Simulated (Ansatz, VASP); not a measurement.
## Cross-check of TiNb (Nb-Ti stack, (100) layers) between VASP and Ansatz

Aim: how closely do two programs agree when they are given the same cell, functional and k mesh? The cell is taken from a series of runs on this material, whose earlier steps may have relaxed, scaled, displaced or heated it; both programs get it as it stands.

Method: plane waves, with VASP 6.6.1 beside it; PBEsol, in Ansatz 0.2.0.

## 1. Set-up

The cell holds 2 atoms: 1 Nb and 1 Ti. Cell: a = 2.640 Å, b = 2.640 Å, c = 27.933 Å, α = 90.0°, β = 90.0°, γ = 90.0°. It derives from TiNb. Vacuum lies along c.

## 2. VASP: zone-centre phonons, PBEsol

Second derivatives magnify differences that forces hide, and they need a tight electronic threshold.

Lines of VASP's logs that name or quote its potential files are left out, and so is its time.

Input file INCAR:

```
SYSTEM = TiNb
PREC = Accurate
ENCUT = 500
EDIFF = 1E-08
NELM = 120
ISMEAR = 1
SIGMA = 0.2
LREAL = .FALSE.
ALGO = Normal
GGA = PS
NBANDS = 18
LASPH = .TRUE.
LORBIT = 11
LWAVE = .FALSE.
LCHARG = .FALSE.
ISIF = 2
IBRION = 8
GGA_COMPAT = .FALSE.
NELMDL = -8
KPAR = 2
```

Input file POSCAR:

```
TiNb
1.0
    2.6403473895      0.0000000000      0.0000000000
    0.0000000000      2.6403473895      0.0000000000
    0.0000000000      0.0000000000     27.9332573082
Nb Ti
1 1
Direct
    0.0000000000      0.0000000000      0.1953065443
    0.5000000000      0.5000000000      0.2724738458
```

Input file KPOINTS:

```
Automatic mesh
0
Gamma
6 6 1
0 0 0
```

Potentials, in the order of the species: Nb_sv and Ti_sv (PBE family, release 64).

Started as:

```console
$ mpirun -np 2 vasp_std
```

Numbers of over 12 decimals in the logs are rounded to 6 here.

The program printed:

```text
[banner, memory and clock lines left out]
running    2 mpi-ranks, on    1 nodes
 distrk:  each k-point on    1 cores,    2 groups
 distr:  one band on    1 cores,    1 groups

 POSCAR found type information on POSCAR NbTi
 POSCAR found :  2 types and       2 ions
|                                                                             |
|               ----> ADVICE to this user running VASP <----                  |
|                                                                             |
|     You enforced a specific xc type in the INCAR file but a different       |
|     [... a line on the potential file left out ...]
|     I HOPE YOU KNOW WHAT YOU ARE DOING!                                     |
|                                                                             |

 LDA part: xc-table for (Slater+PW92), standard interpolation
 POSCAR, INCAR and KPOINTS ok, starting setup
 FFT: planning ... GRIDC
 FFT: planning ... GRID_SOFT
 FFT: planning ... GRID
 WAVECAR not read
 entering main loop
       N       E                     dE             d eps       ncg     rms          rms(c)
DAV:   1     0.239459973875E+03    0.23946E+03   -0.13157E+04   456   0.110E+03
DAV:   2     0.899303067796E+01   -0.23047E+03   -0.22709E+03   468   0.370E+02
DAV:   3    -0.178382734863E+02   -0.26831E+02   -0.26280E+02   690   0.102E+02
DAV:   4    -0.197808004962E+02   -0.19425E+01   -0.19039E+01   482   0.283E+01
DAV:   5    -0.199550782965E+02   -0.17428E+00   -0.17288E+00   596   0.725E+00
DAV:   6    -0.199572852779E+02   -0.22070E-02   -0.22061E-02   478   0.106E+00
DAV:   7    -0.199573717338E+02   -0.86456E-04   -0.86454E-04   606   0.196E-01
DAV:   8    -0.199573737893E+02   -0.20555E-05   -0.20555E-05   534   0.287E-02    0.126E+01
DAV:   9    -0.218429178046E+02   -0.18855E+01   -0.65976E+01   516   0.542E+01    0.139E+01
DAV:  10    -0.200633103884E+02    0.17796E+01   -0.10432E+02   542   0.372E+01    0.962E+00
DAV:  11    -0.173728437559E+02    0.26905E+01   -0.22548E+01   536   0.221E+01    0.251E+00
DAV:  12    -0.173209429745E+02    0.51901E-01   -0.39917E-01   486   0.476E+00    0.161E+00
DAV:  13    -0.173112762177E+02    0.96668E-02   -0.24968E-01   586   0.392E+00    0.124E+00
DAV:  14    -0.172935223608E+02    0.17754E-01   -0.27287E-01   632   0.234E+00    0.423E-01
[...]
DAV:  26    -0.172927002968E+02   -0.94357E-05   -0.43393E-07   386   0.252E-03    0.515E-04
DAV:  27    -0.172927036520E+02   -0.33551E-05   -0.13426E-07   326   0.113E-03    0.367E-04
DAV:  28    -0.172927046193E+02   -0.96738E-06   -0.40829E-08   340   0.110E-03    0.110E-04
DAV:  29    -0.172927050437E+02   -0.42434E-06   -0.11875E-08   272   0.519E-04    0.397E-05
DAV:  30    -0.172927052322E+02   -0.18849E-06   -0.73407E-09   264   0.274E-04    0.227E-05
DAV:  31    -0.172927052528E+02   -0.20604E-07   -0.46359E-10   250   0.134E-04    0.107E-05
DAV:  32    -0.172927052628E+02   -0.10057E-07   -0.38839E-10   228   0.110E-04    0.745E-06
DAV:  33    -0.172927052624E+02    0.43974E-09    0.13139E-11   218   0.642E-05
   1 F= -.17292705E+02 E0= -.17290850E+02  d E =-.556547E-02
 Linear response reoptimize wavefunctions to high precision
DAV:   1    -0.172927052622E+02    0.19145E-09    0.10474E-10   202   0.417E-05
DAV:   2    -0.172927052622E+02   -0.18190E-11    0.10467E-10   198   0.266E-05
 Linear response DOF=           4
 Linear response progress:
  Degree of freedom:   1/  4
       N       E                     dE             d eps       ncg     rms          rms(c)
RMM:   1    -0.475812583978E+00   -0.47581E+00    0.61313E+00   668   0.244E+01
RMM:   2    -0.390278322559E+00    0.85534E-01   -0.50387E-01   935   0.425E+00    0.277E-01
RMM:   3    -0.390939323844E+00   -0.66100E-03   -0.37613E-02  1193   0.113E+00    0.149E-01
RMM:   4    -0.391229587437E+00   -0.29026E-03   -0.12579E-02  1375   0.479E-01    0.249E-02
[...]
RMM:  17    -0.391375175741E+00   -0.16707E-06   -0.45276E-07  1389   0.219E-03    0.850E-05
RMM:  18    -0.391375778579E+00   -0.60284E-06   -0.22387E-07  1402   0.160E-03    0.528E-05
RMM:  19    -0.391376345030E+00   -0.56645E-06   -0.19376E-07  1456   0.119E-03    0.362E-05
RMM:  20    -0.391376794196E+00   -0.44917E-06   -0.83865E-08  1429   0.930E-04    0.257E-05
RMM:  21    -0.391377009072E+00   -0.21488E-06    0.64612E-08  1472   0.725E-04    0.235E-05
RMM:  22    -0.391377159514E+00   -0.15044E-06   -0.78550E-08  1465   0.582E-04    0.829E-06
RMM:  23    -0.391377333290E+00   -0.17378E-06   -0.19368E-08  1475   0.471E-04    0.997E-06
RMM:  24    -0.391377236836E+00    0.96455E-07    0.35322E-08  1407   0.393E-04    0.123E-05
RMM:  25    -0.391377222578E+00    0.14257E-07    0.61956E-08  1492   0.321E-04    0.178E-05
RMM:  26    -0.391377236985E+00   -0.14407E-07   -0.24726E-09  1409   0.271E-04    0.195E-05
RMM:  27    -0.391377230659E+00    0.63261E-08   -0.98624E-09  1357   0.233E-04    0.221E-05
 first order change of Fermi-energy  -0.45981E-02
 force on displaced ion       1 direction 1 :  -1.262   0.000   0.004
 Linear response progress:
  Degree of freedom:   2/  4
       N       E                     dE             d eps       ncg     rms          rms(c)
RMM:   1    -0.812256509732E+00   -0.81226E+00    0.61567E+00   415   0.249E+01
RMM:   2    -0.740884076922E+00    0.71372E-01   -0.57889E-01   615   0.457E+00    0.308E-01
[...]
RMM:   8    -0.744671137313E+00    0.40830E-04   -0.24220E-04   887   0.666E-02    0.955E-03
RMM:   9    -0.744623877508E+00    0.47260E-04   -0.83821E-05   898   0.411E-02    0.541E-03
RMM:  10    -0.744616425005E+00    0.74525E-05   -0.36261E-05   911   0.255E-02    0.336E-03
RMM:  11    -0.744604337222E+00    0.12088E-04   -0.13573E-05   904   0.158E-02    0.221E-03
RMM:  12    -0.744595891789E+00    0.84454E-05   -0.77754E-06   901   0.110E-02    0.826E-04
RMM:  13    -0.744595103331E+00    0.78846E-06   -0.35293E-06   925   0.688E-03    0.625E-04
RMM:  14    -0.744592621715E+00    0.24816E-05   -0.19768E-06   902   0.492E-03    0.154E-04
RMM:  15    -0.744594613209E+00   -0.19915E-05   -0.10229E-06   890   0.322E-03    0.263E-04
RMM:  16    -0.744593673418E+00    0.93979E-06   -0.50471E-07   860   0.253E-03    0.128E-04
RMM:  17    -0.744594009576E+00   -0.33616E-06   -0.22797E-07   905   0.166E-03    0.361E-05
RMM:  18    -0.744594310172E+00   -0.30060E-06   -0.16081E-07   876   0.127E-03    0.189E-05
RMM:  19    -0.744593819838E+00    0.49033E-06   -0.11287E-07   900   0.978E-04    0.235E-05
RMM:  20    -0.744593838339E+00   -0.18501E-07   -0.10341E-07   882   0.775E-04    0.582E-05
RMM:  21    -0.744593852943E+00   -0.14604E-07   -0.66495E-08   892   0.641E-04    0.661E-05
RMM:  22    -0.744593756226E+00    0.96717E-07   -0.67436E-08   881   0.565E-04    0.417E-05
RMM:  23    -0.744593731705E+00    0.24521E-07   -0.50774E-08   884   0.492E-04    0.242E-05
RMM:  24    -0.744593741679E+00   -0.99748E-08   -0.52795E-08   879   0.417E-04    0.451E-05
 first order change of Fermi-energy   0.60270E+00
 force on displaced ion       1 direction 3 :   0.000  -0.000  -7.128
 Linear response progress:
  Degree of freedom:   3/  4
       N       E                     dE             d eps       ncg     rms          rms(c)
RMM:   1    -0.486835790776E+00   -0.48684E+00    0.34011E+01   594   0.126E+02
RMM:   2    -0.468895136045E+00    0.17941E-01   -0.19904E-01   895   0.310E+00    0.272E-01
RMM:   3    -0.467537829415E+00    0.13573E-02   -0.23179E-02  1109   0.926E-01    0.122E-01
RMM:   4    -0.468372211755E+00   -0.83438E-03   -0.90561E-03  1287   0.409E-01    0.239E-02
RMM:   5    -0.468858904378E+00   -0.48669E-03   -0.15192E-03  1332   0.167E-01    0.422E-02
RMM:   6    -0.469340274486E+00   -0.48137E-03   -0.35353E-04  1284   0.760E-02    0.130E-02
RMM:   7    -0.469871463329E+00   -0.53119E-03   -0.77570E-05  1369   0.396E-02    0.231E-03
RMM:   8    -0.469935088717E+00   -0.63625E-04   -0.25230E-05  1449   0.201E-02    0.972E-04
RMM:   9    -0.469958260108E+00   -0.23171E-04   -0.92237E-06  1461   0.111E-02    0.483E-04
RMM:  10    -0.469960365264E+00   -0.21052E-05   -0.39817E-06  1468   0.624E-03    0.309E-04
RMM:  11    -0.469969521033E+00   -0.91558E-05   -0.19306E-06  1449   0.397E-03    0.889E-05
RMM:  12    -0.469969179101E+00    0.34193E-06   -0.11216E-06  1502   0.254E-03    0.985E-05
RMM:  13    -0.469972659458E+00   -0.34804E-05   -0.67554E-07  1398   0.176E-03    0.408E-05
RMM:  14    -0.469972306829E+00    0.35263E-06   -0.38067E-07  1493   0.124E-03    0.226E-05
RMM:  15    -0.469972756956E+00   -0.45013E-06   -0.36157E-07  1436   0.915E-04    0.931E-06
RMM:  16    -0.469972918094E+00   -0.16114E-06   -0.18985E-07  1490   0.693E-04    0.123E-05
RMM:  17    -0.469973037379E+00   -0.11929E-06   -0.18633E-07  1446   0.543E-04    0.559E-06
RMM:  18    -0.469973320364E+00   -0.28298E-06   -0.16369E-07  1421   0.441E-04    0.673E-06
RMM:  19    -0.469972941217E+00    0.37915E-06   -0.15657E-07  1359   0.370E-04    0.188E-05
RMM:  20    -0.469972854096E+00    0.87121E-07   -0.62234E-09  1477   0.311E-04    0.299E-05
RMM:  21    -0.469972912582E+00   -0.58486E-07   -0.89792E-08  1440   0.267E-04    0.311E-05
RMM:  22    -0.469972891737E+00    0.20844E-07    0.13144E-08  1448   0.238E-04    0.376E-05
RMM:  23    -0.469972919891E+00   -0.28154E-07   -0.14699E-07  1419   0.213E-04    0.388E-05
RMM:  24    -0.469973033141E+00   -0.11325E-06   -0.76385E-08  1337   0.199E-04    0.358E-05
 first order change of Fermi-energy   0.11501E-02
 force on displaced ion       2 direction 1 :  -1.220   0.000  -0.001
 Linear response progress:
  Degree of freedom:   4/  4
       N       E                     dE             d eps       ncg     rms          rms(c)
RMM:   1    -0.880374578206E+00   -0.88037E+00    0.23349E+01   376   0.121E+02
RMM:   2    -0.843712514138E+00    0.36662E-01   -0.22399E-01   549   0.322E+00    0.335E-01
RMM:   3    -0.849778718160E+00   -0.60662E-02   -0.28951E-02   627   0.122E+00    0.663E-01
RMM:   4    -0.844930310633E+00    0.48484E-02   -0.21367E-02   588   0.753E-01    0.127E-01
RMM:   5    -0.846264937747E+00   -0.13346E-02   -0.34683E-03   769   0.313E-01    0.469E-02
RMM:   6    -0.846934115413E+00   -0.66918E-03   -0.58080E-04   806   0.115E-01    0.144E-02
RMM:   7    -0.847322966136E+00   -0.38885E-03   -0.24920E-04   862   0.602E-02    0.816E-03
RMM:   8    -0.847592749456E+00   -0.26978E-03   -0.66852E-05   860   0.336E-02    0.344E-03
RMM:   9    -0.847630213989E+00   -0.37465E-04   -0.60207E-05   862   0.214E-02    0.139E-03
RMM:  10    -0.847638060527E+00   -0.78465E-05   -0.30094E-05   913   0.138E-02    0.151E-03
RMM:  11    -0.847643767378E+00   -0.57069E-05   -0.14820E-05   908   0.931E-03    0.161E-03
RMM:  12    -0.847644366670E+00   -0.59929E-06   -0.14406E-05   903   0.687E-03    0.212E-03
RMM:  13    -0.847664440156E+00   -0.20073E-04   -0.11275E-05   789   0.681E-03    0.764E-04
RMM:  14    -0.847659667704E+00    0.47725E-05   -0.15159E-05   853   0.466E-03    0.115E-03
[...]
RMM:  31    -0.847644098225E+00    0.17329E-07   -0.28313E-07   847   0.573E-04    0.406E-06
RMM:  32    -0.847644073180E+00    0.25045E-07   -0.18879E-07   827   0.531E-04    0.124E-05
RMM:  33    -0.847644046631E+00    0.26549E-07   -0.20599E-07   815   0.496E-04    0.228E-05
RMM:  34    -0.847644036578E+00    0.10053E-07   -0.14013E-07   807   0.464E-04    0.317E-05
RMM:  35    -0.847644079874E+00   -0.43295E-07   -0.16069E-07   728   0.439E-04    0.484E-05
RMM:  36    -0.847644053400E+00    0.26473E-07   -0.10477E-07   760   0.411E-04    0.533E-05
RMM:  37    -0.847644073161E+00   -0.19760E-07   -0.12137E-07   727   0.386E-04    0.650E-05
RMM:  38    -0.847644072661E+00    0.49989E-09   -0.80253E-08   724   0.363E-04    0.734E-05
 first order change of Fermi-energy  -0.60269E+00
 force on displaced ion       2 direction 3 :   0.000   0.000  -7.134
 Linear response finished
```

OUTCAR, selected parts (step 2):

```text
ion  position               nearest neighbor table
   1  0.000  0.000  0.195-   2 2.85   2 2.85   2 2.85   2 2.85
   2  0.500  0.500  0.272-   1 2.85   1 2.85   1 2.85   1 2.85

  LATTYP: Found a simple tetragonal cell.
 ALAT       =     2.6403473895
 C/A-ratio  =    10.5793871743

 Subroutine GETGRP returns: Found  8 space group operations
 (whereof  8 operations were pure point group operations)

The static configuration has the point symmetry C_4v.

 Found     10 irreducible k-points:

   k-points           NKPTS =     10   k-points in BZ     NKDIM =     10   number of bands    NBANDS=     18

   dimension x,y,z NGX =    20 NGY =   20 NGZ =  210
   dimension x,y,z NGXF=    40 NGYF=   40 NGZF=  420

   ENCUT  =  500.0 eV  36.75 Ry    6.06 a.u.   4.81  4.81 50.93*2*pi/ulx,y,z

   NELECT =      25.0000    total number of electrons

 k-points in reciprocal lattice and weights: Automatic mesh
   0.00000000  0.00000000  0.00000000       0.028
   0.16666667  0.00000000  0.00000000       0.111
   0.33333333  0.00000000  0.00000000       0.111
   0.50000000  0.00000000  0.00000000       0.056
   0.16666667  0.16666667  0.00000000       0.111
   0.33333333  0.16666667  0.00000000       0.222
   0.50000000  0.16666667  0.00000000       0.111
   0.33333333  0.33333333  0.00000000       0.111
   0.50000000  0.33333333  0.00000000       0.111
   0.50000000  0.50000000  0.00000000       0.028

 average (electrostatic) potential at core
       1 -89.7182       2 -82.1242

  Total       -0.1301550     -0.1301550     -0.0926396      0.0000000      0.0000000      0.0000000
  in kB       -1.0708481     -1.0708481     -0.7621907      0.0000000      0.0000000      0.0000000
  external PRESSURE =      -0.9679623 kB  Pullay stress =       0.0000000 kB

  energy-cutoff  :      500.00
  volume of cell :      194.73
      direct lattice vectors                 reciprocal lattice vectors
     2.640347390  0.000000000  0.000000000     0.378738042  0.000000000  0.000000000
     0.000000000  2.640347390  0.000000000     0.000000000  0.378738042  0.000000000
     0.000000000  0.000000000 27.933257308     0.000000000  0.000000000  0.035799620

 POSITION                                       TOTAL-FORCE (eV/Angst)
 -----------------------------------------------------------------------------------
      0.00000      0.00000      5.45555         0.000000      0.000000      0.026176
      1.32017      1.32017      7.61108         0.000000      0.000000     -0.026176
 -----------------------------------------------------------------------------------
    total drift:                                0.000000      0.000000     -0.000009

 Eigenvectors and eigenvalues of the dynamical matrix
 ----------------------------------------------------

   1 f  =    7.427197 THz    46.666453 2PiTHz  247.744614 cm-1    30.716403 meV
             X         Y         Z           dx          dy          dz
      0.000000  0.000000  5.455548    -0.000000   -0.000000   -0.583002
      1.320174  1.320174  7.611082    -0.000000    0.000000    0.812470

   2 f  =    3.089731 THz    19.413351 2PiTHz  103.062327 cm-1    12.778094 meV
             X         Y         Z           dx          dy          dz
      0.000000  0.000000  5.455548    -0.589641    0.000000    0.000000
      1.320174  1.320174  7.611082     0.807665   -0.000000    0.000000

   3 f  =    3.089731 THz    19.413351 2PiTHz  103.062327 cm-1    12.778094 meV
             X         Y         Z           dx          dy          dz
      0.000000  0.000000  5.455548     0.000000    0.589641    0.000000
      1.320174  1.320174  7.611082     0.000000   -0.807665    0.000000

   4 f/i=    0.001483 THz     0.009320 2PiTHz    0.049480 cm-1     0.006135 meV
             X         Y         Z           dx          dy          dz
      0.000000  0.000000  5.455548     0.000000   -0.000000    0.812470
      1.320174  1.320174  7.611082    -0.000000   -0.000000    0.583002

   5 f/i=    0.024705 THz     0.155224 2PiTHz    0.824060 cm-1     0.102170 meV
             X         Y         Z           dx          dy          dz
      0.000000  0.000000  5.455548    -0.807665    0.000000    0.000000
      1.320174  1.320174  7.611082    -0.589641   -0.000000    0.000000

   6 f/i=    0.024705 THz     0.155224 2PiTHz    0.824060 cm-1     0.102170 meV
             X         Y         Z           dx          dy          dz
      0.000000  0.000000  5.455548    -0.000000    0.807665    0.000000
      1.320174  1.320174  7.611082     0.000000    0.589641    0.000000

 ELASTIC MODULI CONTR FROM IONIC RELAXATION (kBar)
 Direction    XX          YY          ZZ          XY          YZ          ZX
 --------------------------------------------------------------------------------
 XX         -38.0349    -38.0349   -102.0247      0.0000      0.0000     -0.0000
 YY         -38.0349    -38.0349   -102.0247      0.0000      0.0000     -0.0000
 ZZ        -102.0247   -102.0247   -273.6708      0.0000      0.0000     -0.0000
 XY           0.0000      0.0000      0.0000      0.0000      0.0000      0.0000
 YZ           0.0000      0.0000      0.0000      0.0000    -63.9901      0.0000
 ZX          -0.0000     -0.0000     -0.0000      0.0000      0.0000    -28.8785
 --------------------------------------------------------------------------------
```

(Continued in part 2 of 2.)

[Lines on the potential files, build, host, timing and source positions are cut from VASP's logs without a mark.]

[Logs are printed without paths, hosts, clocks, repeated set-up lines and the standing remarks that a program may print on its own settings, such as how far it seeks lower states.]

[Hosts, paths, dates, database ids (printed as entryN), source tags and the programs' standing remarks are cut or masked in the printed files.]
